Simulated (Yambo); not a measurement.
# PbSe (Clausthalite) (Fm-3m) in Yambo: a series of runs

Runs on PbSe (Clausthalite). Level: PBEsol. Tasks: optical spectrum.

All numbers are computed with Yambo 5.3.0; they aren't measurements. Logs are shortened: lines on timing, memory, paths and dates and some standing lists are left out, and cuts for length are marked.

**What was measured.**

A printed reference work, monograph reports, for a bulk crystal of PbSe at 300 K: band gap 0.28 eV (direct).

How close the calculation comes is told below.

### Step 1. Starting point

The structure is cubic, space group Fm-3m (No. 225). Conventional cell: a = 6.121 Å, b = 6.121 Å, c = 6.121 Å, α = 90.00°, β = 90.00°, γ = 90.00°. Around Pb (site symmetry m-3m) lie 6 Se at 3.06 Å. Se (site symmetry m-3m) is surrounded by 6 Pb at 3.06 Å.

### Step 2. Optical spectrum, PBEsol

Contents of optics1.in:

```
optics
chi
Chimod= "HARTREE"
% BndsRnXd
 1 | 35 |
%
NGsBlkXd= 3 Ry
% LongDrXd
 0 | 0 | 1 |
%
% QpntsRXd
 1 | 1 |
%
% EnRngeXd
 0 | 15 | eV
%
% DmRngeXd
 0.1 | 0.1 | eV
%
ETStpsXd= 200
```

Contents of scf.in:

```
&CONTROL
  calculation = 'scf'
  prefix = 'pwscf'
  outdir = './tmp'
  pseudo_dir = './pseudo'
/
&SYSTEM
  ibrav = 0
  nat = 2
  ntyp = 2
  ecutwfc = 86
  nbnd = 22
  occupations = 'smearing'
  smearing = 'fd'
  degauss = 0.00367493
  force_symmorphic = .true.
/
&ELECTRONS
  conv_thr = 4d-10
  electron_maxstep = 120
  mixing_beta = 0.5
/
ATOMIC_SPECIES
Pb   207.2000 Pb.upf
Se    78.9710 Se.upf
CELL_PARAMETERS angstrom
   0.0000000000    3.0606500000    3.0606500000
   3.0606500000    0.0000000000    3.0606500000
   3.0606500000    3.0606500000    0.0000000000
ATOMIC_POSITIONS crystal
Pb     0.0000000000    0.0000000000    0.0000000000
Se     0.5000000000    0.5000000000    0.5000000000
K_POINTS automatic
12 12 12 0 0 0
```

Contents of nscf.in:

```
&CONTROL
  calculation = 'nscf'
  prefix = 'pwscf'
  outdir = './tmp'
  pseudo_dir = './pseudo'
/
&SYSTEM
  ibrav = 0
  nat = 2
  ntyp = 2
  ecutwfc = 86
  nbnd = 35
  occupations = 'fixed'
  force_symmorphic = .true.
/
&ELECTRONS
  conv_thr = 1d-08
  diago_full_acc = .true.
  diago_thr_init = 1d-06
/
ATOMIC_SPECIES
Pb   207.2000 Pb.upf
Se    78.9710 Se.upf
CELL_PARAMETERS angstrom
   0.0000000000    3.0606500000    3.0606500000
   3.0606500000    0.0000000000    3.0606500000
   3.0606500000    3.0606500000    0.0000000000
ATOMIC_POSITIONS crystal
Pb     0.0000000000    0.0000000000    0.0000000000
Se     0.5000000000    0.5000000000    0.5000000000
K_POINTS automatic
12 12 12 0 0 0
```

Potentials or basis: PseudoDojo 0.4.1 SR PBEsol standard.

Run with:

```console
OMP_NUM_THREADS=1 pw.x -in scf.in > scf.out
OMP_NUM_THREADS=1 pw.x -in nscf.in > nscf.out
cd tmp/pwscf.save; p2y; mv SAVE ../..; cd ../..
OMP_NUM_THREADS=1 yambo
OMP_NUM_THREADS=1 yambo -F optics1.in -J optics1 -C optics1_out
```

Yambo's report:

```text
[... sections 02.01 to 02.04 as in the set-up run ...]

  [02.05] Energies & Occupations
  ==============================

  [X] === General ===
  [X] Electronic Temperature                        :  0.000000  0.000000 [eV K]
  [X] Bosonic    Temperature                        :  0.000000  0.000000 [eV K]
  [X] Finite Temperature mode                       : no
  [X] El. density                                   :  0.52318E+24 [cm-3]
  [X] Fermi Level                                   :  9.330278 [eV]

  [X] === Gaps and Widths ===
  [X] Conduction Band Min                           :  0.209237 [eV]
  [X] Valence Band Max                              :  0.000000 [eV]
  [X] Filled Bands                                  :  15
  [X] Empty Bands                                   :   16   35
  [X] Direct Gap                                    :  0.209237 [eV]
  [X] Direct Gap localized at k                     :   7
  [X] Indirect Gap                                  :  0.209237 [eV]
  [X] Indirect Gap between kpts                     :   7   7
  [X] Last valence band width                       :  3.236095 [eV]
  [X] 1st conduction band width                     :  4.473648 [eV]

 [03] Transferred momenta grid and indexing
 ==========================================

 IBZ Q-points                                      :   72
 BZ  Q-points                                      :  1728

 K/Q-points units:
 rlu = crystal or reduced units; cc = cartesian coordinates; iku = interal k-units

 Q [ 1]         [rlu]:  0.000000  0.000000  0.000000
 Q [ 2]         [rlu]: -0.19031E-17 -0.19031E-17  0.83333E-01
 Q [ 3]         [rlu]:  0.89685E-17 -0.18787E-16  0.16667
 Q [ 4]         [rlu]: -0.51579E-17 -0.51579E-17  0.25000
 Q [ 5]         [rlu]:  0.17937E-16 -0.37574E-16  0.33333
 Q [ 6]         [rlu]:  0.17688E-16 -0.37823E-16  0.41667
 Q [ 7]         [rlu]:  0.10316E-16  0.10316E-16 -0.50000
 Q [ 8]         [rlu]:  0.31012E-17  0.83333E-01  0.83333E-01
 Q [ 9]         [rlu]:  0.50358E-17  0.83333E-01  0.16667
 Q [10]         [rlu]:  0.21743E-16  0.83333E-01  0.25000
 Q [11]         [rlu]: -0.51579E-17  0.83333E-01  0.33333
 Q [12]         [rlu]:  0.22349E-16  0.83333E-01  0.41667
 Q [13]         [rlu]:  0.17688E-16  0.83333E-01  0.50000
 Q [14]         [rlu]: -0.13028E-16  0.83333E-01 -0.41667
 Q [15]         [rlu]:  0.12429E-17  0.83333E-01 -0.33333
[... 33 lines left out ...]
 Q [49]         [rlu]:  0.083333  0.250000  0.333333
 Q [50]         [rlu]:  0.083333  0.250000  0.416667

 Remaining 22 points informations can be written running with -fatlog

 [04] Dipoles
 ============

  [04.01] Setup: observables and procedures
  =========================================

  [WF-Oscillators/G space/Transverse up loader] Normalization (few states)  min/max  :  0.76819E-17   1.0000

  [WR./optics1//ndb.dipoles]------------------------------------------------------
   Brillouin Zone Q/K grids (IBZ/BZ)                :    72  1728    72  1728
   RL vectors                                       :   6423 [WF]
   Fragmentation                                    : yes
   Electronic Temperature                           :  0.000000 [K]
   Bosonic    Temperature                           :  0.000000 [K]
   DIP band range                                   :    1   35
   DIP band range limits                            :  15  16
   DIP e/h energy range                             : -1.000000 -1.000000 [eV]
   RL vectors in the sum                            :   6423
   [r,Vnl] included                                 : yes
   Bands ordered                                    : yes
   Direct v evaluation                              : no
   Approach used                                    : G-space v
   Dipoles computed                                 : R V P [G-space]
   Wavefunctions                                    : Perdew, Burke & Ernzerhof SOL(X)+Perdew, Burke & Ernzerhof SOL(C)

  [WARNING] [r,Vnl^pseudo] included in position and velocity dipoles.

  [WARNING] In case H contains other non local terms, these are neglected

 [05] Optics
 ===========

 [X-CG] R(p) Tot o/o(of R):    14398   518400      100
```

Wall time 4.5 min (1 thread of Arm Neoverse V1, shared host); peak memory 0.91 GiB.

What came out:

```
Band gap on the k mesh, mean-field level                              : 0.21 eV, direct
Absorption peak                                                       : 2.26 eV
Electronic dielectric constant along the field                        : 28.74
Electronic dielectric constant along the field, independent particles : 30.86
```

Dielectric function (along the field direction of the input):
```
energy (eV)  real part  imaginary part
       0.30      18.48            6.70
       1.06      24.42            7.94
       1.81      28.67           18.02
       2.56       0.22           28.79
       3.39     -13.54           18.27
       4.15      -5.93            6.24
       4.90      -4.45            4.46
       5.65      -2.60            2.72
       6.48      -0.75            2.71
       7.24      -0.88            2.14
       7.99      -1.11            2.71
       8.74      -1.44            1.76
       9.57      -0.87            1.62
      10.33      -0.63            1.38
      11.08      -0.48            1.22
      11.83      -0.27            1.02
      12.66      -0.20            1.05
      13.42      -0.10            0.84
      14.17      -0.11            0.46
      15.00       0.17            0.34
```

Caveat: these spectra lack excitons; spin-orbit coupling is left out, which as a rule narrows the gap of such compounds by several tenths of an eV.

### Step 3. Optical spectrum, PBEsol

Contents of optics2.in:

```
optics
chi
tddft
Chimod= "ALDA"
% BndsRnXd
 1 | 35 |
%
NGsBlkXd= 1 Ry
% LongDrXd
 0 | 0 | 1 |
%
% QpntsRXd
 1 | 1 |
%
% EnRngeXd
 0 | 20 | eV
%
% DmRngeXd
 0.1 | 0.1 | eV
%
ETStpsXd= 300
FxcGRLc= 1 Ry
VXCRLvcs= 1 Ry
```

scf.in is that of step 2.

nscf.in is that of step 2.

Potentials or basis: PseudoDojo 0.4.1 SR PBEsol standard.

Run with:

```console
OMP_NUM_THREADS=1 pw.x -in scf.in > scf.out
OMP_NUM_THREADS=1 pw.x -in nscf.in > nscf.out
cd tmp/pwscf.save; p2y; mv SAVE ../..; cd ../..
OMP_NUM_THREADS=1 yambo
OMP_NUM_THREADS=1 yambo -F optics2.in -J optics2 -C optics2_out
```

Yambo's report:

```text
[... sections 02.01 to 02.04 as in the set-up run ...]

  [02.05] Energies & Occupations
  ==============================

  [X] === General ===
  [X] Electronic Temperature                        :  0.000000  0.000000 [eV K]
  [X] Bosonic    Temperature                        :  0.000000  0.000000 [eV K]
  [X] Finite Temperature mode                       : no
  [X] El. density                                   :  0.52318E+24 [cm-3]
  [X] Fermi Level                                   :  9.330278 [eV]

  [X] === Gaps and Widths ===
  [X] Conduction Band Min                           :  0.209237 [eV]
  [X] Valence Band Max                              :  0.000000 [eV]
  [X] Filled Bands                                  :  15
  [X] Empty Bands                                   :   16   35
  [X] Direct Gap                                    :  0.209237 [eV]
  [X] Direct Gap localized at k                     :   7
  [X] Indirect Gap                                  :  0.209237 [eV]
  [X] Indirect Gap between kpts                     :   7   7
  [X] Last valence band width                       :  3.236095 [eV]
  [X] 1st conduction band width                     :  4.473648 [eV]

 [03] Transferred momenta grid and indexing
 ==========================================

 IBZ Q-points                                      :   72
 BZ  Q-points                                      :  1728

 K/Q-points units:
 rlu = crystal or reduced units; cc = cartesian coordinates; iku = interal k-units

 Q [ 1]         [rlu]:  0.000000  0.000000  0.000000
 Q [ 2]         [rlu]: -0.19031E-17 -0.19031E-17  0.83333E-01
 Q [ 3]         [rlu]:  0.89685E-17 -0.18787E-16  0.16667
 Q [ 4]         [rlu]: -0.51579E-17 -0.51579E-17  0.25000
 Q [ 5]         [rlu]:  0.17937E-16 -0.37574E-16  0.33333
 Q [ 6]         [rlu]:  0.17688E-16 -0.37823E-16  0.41667
 Q [ 7]         [rlu]:  0.10316E-16  0.10316E-16 -0.50000
 Q [ 8]         [rlu]:  0.31012E-17  0.83333E-01  0.83333E-01
 Q [ 9]         [rlu]:  0.50358E-17  0.83333E-01  0.16667
 Q [10]         [rlu]:  0.21743E-16  0.83333E-01  0.25000
 Q [11]         [rlu]: -0.51579E-17  0.83333E-01  0.33333
 Q [12]         [rlu]:  0.22349E-16  0.83333E-01  0.41667
 Q [13]         [rlu]:  0.17688E-16  0.83333E-01  0.50000
 Q [14]         [rlu]: -0.13028E-16  0.83333E-01 -0.41667
 Q [15]         [rlu]:  0.12429E-17  0.83333E-01 -0.33333
[... 33 lines left out ...]
 Q [49]         [rlu]:  0.083333  0.250000  0.333333
 Q [50]         [rlu]:  0.083333  0.250000  0.416667

 Remaining 22 points informations can be written running with -fatlog

 [04] Dipoles
 ============

  [04.01] Setup: observables and procedures
  =========================================

  [WF-Oscillators/G space/Transverse up loader] Normalization (few states)  min/max  :  0.76819E-17   1.0000

  [WR./optics2//ndb.dipoles]------------------------------------------------------
   Brillouin Zone Q/K grids (IBZ/BZ)                :    72  1728    72  1728
   RL vectors                                       :   6423 [WF]
   Fragmentation                                    : yes
   Electronic Temperature                           :  0.000000 [K]
   Bosonic    Temperature                           :  0.000000 [K]
   DIP band range                                   :    1   35
   DIP band range limits                            :  15  16
   DIP e/h energy range                             : -1.000000 -1.000000 [eV]
   RL vectors in the sum                            :   6423
   [r,Vnl] included                                 : yes
   Bands ordered                                    : yes
   Direct v evaluation                              : no
   Approach used                                    : G-space v
   Dipoles computed                                 : R V P [G-space]
   Wavefunctions                                    : Perdew, Burke & Ernzerhof SOL(X)+Perdew, Burke & Ernzerhof SOL(C)

  [WARNING] [r,Vnl^pseudo] included in position and velocity dipoles.

  [WARNING] In case H contains other non local terms, these are neglected

 [05] Optics
 ===========

 [xc] Functional : Perdew, Burke & Ernzerhof SOL(X)+Perdew, Burke & Ernzerhof SOL(C)
 [xc] LIBXC used to calculate xc functional
  PP Number of Atomic Species                      :  2
  NLCC RL compoments                               :   41655
 [X-CG] R(p) Tot o/o(of R):    14398   518400      100
```

It took 4.4 min on 1 thread of Arm Neoverse V1, shared host; peak memory 0.91 GiB.

What came out:

```
Band gap on the k mesh, mean-field level                              : 0.21 eV, direct
Absorption peak                                                       : 2.21 eV
Electronic dielectric constant along the field                        : 30.14
Electronic dielectric constant along the field, independent particles : 30.86
```

Dielectric function (along the field direction of the input):
| energy (eV) | real part | imaginary part |
| --- | --- | --- |
| 0.27 | 20.39 | 8.97 |
| 1.27 | 25.54 | 9.05 |
| 2.34 | 3.51 | 41.41 |
| 3.34 | -14.48 | 20.49 |
| 4.41 | -6.21 | 4.92 |
| 5.42 | -2.83 | 2.99 |
| 6.49 | -0.52 | 2.99 |
| 7.49 | -0.28 | 2.66 |
| 8.56 | -1.58 | 2.75 |
| 9.57 | -0.92 | 1.87 |
| 10.64 | -0.43 | 1.29 |
| 11.64 | -0.37 | 1.16 |
| 12.71 | -0.46 | 1.12 |
| 13.71 | -0.30 | 0.73 |
| 14.78 | 0.11 | 0.42 |
| 15.79 | 0.35 | 0.33 |
| 16.86 | 0.68 | 0.39 |
| 17.86 | 0.87 | 0.69 |
| 18.93 | 0.54 | 0.86 |
| 20.00 | 0.54 | 0.59 |

Caveat: the LDA kernel is used on GGA states, which is inconsistent by a few percent; these spectra lack excitons; spin-orbit coupling is left out, which as a rule narrows the gap of such compounds by several tenths of an eV.

### Step 4. Against experiment

Step 2. A measured gap of PbSe is 0.28 eV (direct; 300 K; a printed reference work, monograph); the calculated 0.21 eV misses it by -0.07 eV. 2 values of this kind are on record (0.15 to 0.28 eV); this one was drawn at random. Spin-orbit coupling on Pb, Se is left out. The value is that of PBEsol on a finite k mesh, which can miss the band edges, without temperature or zero-point motion. Semilocal functionals fall short of measured gaps as a rule.

Step 3. Against the measured gap of PbSe, 0.28 eV (direct; 300 K; a printed reference work, monograph), the calculated 0.21 eV is off by -0.07 eV. 2 values of this kind are on record (0.15 to 0.28 eV); this one was drawn at random. Spin-orbit coupling on Pb, Se is left out. The value is that of PBEsol on a finite k mesh, which can miss the band edges, without temperature or zero-point motion. Semilocal functionals fall short of measured gaps as a rule.
